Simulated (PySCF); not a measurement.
Static response to an electric field

C8H6.
Geometry (GFN2-xTB, Å), atoms numbered from 1 in this order:
```
atom  x, y, z in Å
C1     2.2099    1.8832    1.6393
C2     1.4148    1.2063    1.0469
C3     0.4761    0.4066    0.3502
C4    -0.0444    0.8368   -0.8702
C5    -0.9588    0.0509   -1.5451
C6    -1.3631   -1.1633   -1.0131
C7    -0.8496   -1.5928    0.2002
C8     0.0670   -0.8161    0.8822
H9     2.9048    2.4748    2.1569
H10    0.2728    1.7853   -1.2791
H11   -1.3588    0.3866   -2.4909
H12   -2.0782   -1.7741   -1.5437
H13   -1.1658   -2.5382    0.6166
H14    0.4726   -1.1465    1.8276
```

Level: wB97X-D/def2-SVPD (PySCF), static field, nuclei fixed, core orbitals frozen in the response. The polarisability tensor in these axes (au):

```
x   89.12 29.80 28.06
y   29.80 95.52  5.57
z   28.06  5.57 91.20
```

Task: What are the eigenvalues, a third of the trace, and Δα (Δα² = ½Σ(αi − αj)² over the three pairs)?

Result: Principal values 52.81, 87.68 and 135.35 au; mean 91.94 au = 13.62 Å³ = 15.16 × 10⁻⁴⁰ C²·m²/J; Δα = 71.76 au (78 % of the mean).

Task: What is the dipole moment, and where does it point?

Result: (-0.47, -0.40, -0.34) D, 0.71 D in size, pointing from the negative to the positive side. Measured along this direction, the outermost atoms are H9 at the negative end and H12 at the positive end.

Task: Find the Langevin capture rate constant for NO+ (29.998 u) meeting this molecule (102.047 u), k = 2.342 × 10⁻⁹ cm³/s × √(α in Å³ / reduced mass in u).

Result: The reduced mass is 23.18 u, so k = 1.80 × 10⁻⁹ cm³/s. The formula leaves out the permanent dipole, which adds to the capture rate.

Task: What would n − 1 = 2πNα be for an ideal gas of these molecules at 298.15 K and 1 atm, electronic part alone?

Result: N = p/kT = 2.4615 × 10¹⁹ cm⁻³, so n − 1 = 2π × N × 13.62 × 10⁻²⁴ cm³ = 2107 × 10⁻⁶ at long wavelengths, for an ideal gas.

Task: Directions of the eigenvectors, and the extent of the frame along each?

Result: Largest value along (0.66, 0.56, 0.49), where the nuclei span 7.52 Å; middle along (0.04, -0.69, 0.73), 4.28 Å; least along (0.75, -0.46, -0.48), 0.00 Å. The response follows the extents in order.

Geometry: GFN2-xTB; no solvent, vibrations or thermal averaging.
